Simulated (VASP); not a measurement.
# PbS (Galena): input slips in a relaxation and what they do, part 2 of 2

Aim: see how common mistakes in a VASP relaxation show up, on PbS (Galena). The starting structure is a measured crystal structure from the Crystallography Open Database. The first relaxation on each setting starts from this cell expanded by 3 % in volume.

VASP 6.6.1.

Results so far: reference 25.69 Å³ an atom.

## 5. Relaxation with the cell held fixed (ISIF = 2) (continued)

Level of this step: PBEsol; plane waves and PAW (Pb_d, S) (VASP).

From OUTCAR (step 5):

```text
  Total       -0.8631442     -0.8631442     -0.8631442      0.0000000      0.0000000     -0.0000000
  in kB      -25.6738587    -25.6738587    -25.6738587      0.0000000      0.0000000     -0.0000000
  external PRESSURE =     -25.6738587 kB  Pullay stress =       0.0000000 kB

 POSITION                                       TOTAL-FORCE (eV/Angst)
 -----------------------------------------------------------------------------------
      0.00000      0.00000      0.00000         0.000000     -0.000000     -0.000000
      2.99749      2.99749      2.99749        -0.000000      0.000000      0.000000
 -----------------------------------------------------------------------------------
    total drift:                               -0.000000      0.000000      0.000000

  FREE ENERGIE OF THE ION-ELECTRON SYSTEM (eV)
  ---------------------------------------------------
  free  energy   TOTEN  =        -9.4393349325 eV

  energy  without entropy=       -9.4393349325  energy(sigma->0) =       -9.43933493

[... 2 parts as in an earlier step ...]

[... 2 further parts left out ...]
[key lines of the parts left out:]
E-fermi :   5.3712
```

With the cell held fixed (ISIF = 2) the cell ends at 26.932 Å³ an atom, +4.83 % from the reference.

## 6. Relaxation with too few electronic steps

A slip made on purpose: too few electronic steps. Against step 2 the input has NELM = 4 (also changed: NSW).

File INCAR:

```
SYSTEM = PbS
PREC = Accurate
ENCUT = 450
EDIFF = 1E-06
NELM = 4
ISMEAR = 0
SIGMA = 0.03
LREAL = .FALSE.
ALGO = Normal
GGA = PS
NBANDS = 16
LORBIT = 11
LWAVE = .FALSE.
LCHARG = .FALSE.
KPAR = 2
IBRION = 2
NSW = 30
ISIF = 3
EDIFFG = -0.004
```

File POSCAR:

```
PbS
1.0
    0.0000000000      2.9974890400      2.9974890400
    2.9974890400      0.0000000000      2.9974890400
    2.9974890400      2.9974890400      0.0000000000
Pb S
1 1
Direct
    0.0000000000      0.0000000000      0.0000000000
    0.5000000000      0.5000000000      0.5000000000
```

File KPOINTS:

```
Automatic mesh
0
Gamma
6 6 6
0 0 0
```

The projector-augmented-wave data sets are Pb_d and S (PBE family, release 64).

The run is started by

```bash
$ mpirun -np 2 vasp_std
```

Output:

```text
[... set-up lines as in an earlier step ...]
 entering main loop
       N       E                     dE             d eps       ncg     rms          rms(c)
[... 4 cycles as in an earlier step ...]
 -----------------------------------------------------------------------------
|                                                                             |
|           W    W    AA    RRRRR   N    N  II  N    N   GGGG   !!!           |
|           W    W   A  A   R    R  NN   N  II  NN   N  G    G  !!!           |
|           W    W  A    A  R    R  N N  N  II  N N  N  G       !!!           |
|           W WW W  AAAAAA  RRRRR   N  N N  II  N  N N  G  GGG   !            |
|           WW  WW  A    A  R   R   N   NN  II  N   NN  G    G                |
|           W    W  A    A  R    R  N    N  II  N    N   GGGG   !!!           |
|                                                                             |
|     The electronic self-consistency was not achieved in the given           |
|     number of steps (NELM). The forces and other quantities evaluated       |
[...]
|                                                                             |
 -----------------------------------------------------------------------------

   1 F= -.98566009E+01 E0= -.98566009E+01  d E =-.985660E+01
[...]
|     The electronic self-consistency was not achieved in the given           |
[... from here on, the cycles between the ionic steps are left out ...]
   2 F= -.92331242E+01 E0= -.92331242E+01  d E =0.623477E+00
[...]
|     The electronic self-consistency was not achieved in the given           |
   3 F= -.93797783E+01 E0= -.93797783E+01  d E =0.476823E+00
   4 F= -.94529597E+01 E0= -.94529263E+01  d E =0.403641E+00
   5 F= -.94561156E+01 E0= -.94561156E+01  d E =0.400485E+00
   6 F= -.94552050E+01 E0= -.94552050E+01  d E =0.401396E+00
   7 F= -.94559409E+01 E0= -.94559409E+01  d E =0.400660E+00
   8 F= -.94572795E+01 E0= -.94572795E+01  d E =-.133862E-02
   9 F= -.94596941E+01 E0= -.94596941E+01  d E =-.375321E-02
  10 F= -.94570133E+01 E0= -.94570105E+01  d E =-.107241E-02
  11 F= -.94592342E+01 E0= -.94592340E+01  d E =-.329331E-02
  12 F= -.94599873E+01 E0= -.94599873E+01  d E =-.404640E-02
  13 F= -.94599938E+01 E0= -.94599938E+01  d E =-.405295E-02
[...]
reached required accuracy - stopping structural energy minimisation
```

Wall time 69 s (2 MPI ranks of AMD EPYC 7571, shared host); peak memory 0.29 GiB.

OUTCAR, selected parts (step 6):

```text
  Total        0.0047410      0.0047410      0.0047410      0.0000000      0.0000000      0.0000000
  in kB        0.1477038      0.1477038      0.1477038      0.0000000      0.0000000      0.0000000
  external PRESSURE =       0.1477038 kB  Pullay stress =       0.0000000 kB

 POSITION                                       TOTAL-FORCE (eV/Angst)
 -----------------------------------------------------------------------------------
      0.00000      0.00000      0.00000        -0.000000     -0.000000      0.000000
      2.95157      2.95157      2.95157         0.000000      0.000000     -0.000000
 -----------------------------------------------------------------------------------
    total drift:                               -0.000000      0.000000      0.000000

  FREE ENERGIE OF THE ION-ELECTRON SYSTEM (eV)
  ---------------------------------------------------
  free  energy   TOTEN  =        -9.4599938484 eV

  energy  without entropy=       -9.4599938404  energy(sigma->0) =       -9.45999384

[... 2 parts as in an earlier step ...]

[... 2 further parts left out ...]
[key lines of the parts left out:]
E-fermi :   5.9943
```

Logs of long relaxations may skip ionic steps without a mark.

The search for the minimum reports success, but an electronic loop had used up its NELM cycles before it reached EDIFF, so the run counts as unconverged.

## 7. The runs compared

```tsv
run	ended	volume (Å³/atom)	change (%)	bulk modulus (GPa)	pressure left (GPa)	core minutes
reference	converged	25.69	-	60.3	0.0	1.31
too few ionic steps	not converged	-	-	-	-	0.767
a cutoff far too low	stopped by VASP	-	-	-	-	0.167
the cell held fixed (ISIF = 2)	converged	26.932	4.83	-	-2.57	0.453
too few electronic steps	not converged	-	-	-	-	2.3
```

Core minutes are wall time times ranks, summed over the relaxations behind a row (those for a bulk modulus apart), on shared hosts.

## 8. Outcome

| Item | Value |
| --- | --- |
| volume of the reference | 25.69 Å³/atom |
| volume against the reference, the cell held fixed (ISIF = 2) | +4.83 % |
| run with too few ionic steps | not converged |
| run with a cutoff far too low | stopped by VASP |
| run with too few electronic steps | not converged |

VASP stopped by itself in the run with a cutoff far too low. The runs with too few ionic steps and too few electronic steps didn't converge. Finished, but with signs in the output that stand out against the reference: the cell held fixed (ISIF = 2), with the volume kept at the input's, +4.8 % from the reference (signs: a stress of up to 2.6 GPa). The reference was restarted once and the runs with a slip weren't, so their cells may not have settled fully. Further runs on this material are not shown.

[Lines on the potential files, build, host, timing and source positions are cut from VASP's logs without a mark.]

[Logs are printed without paths, hosts, clocks, repeated set-up lines and the standing remarks that a program may print on its own settings, such as how far it seeks lower states.]

[Hosts, paths, dates, database ids (printed as entryN), source tags and the programs' standing remarks are cut or masked in the printed files.]
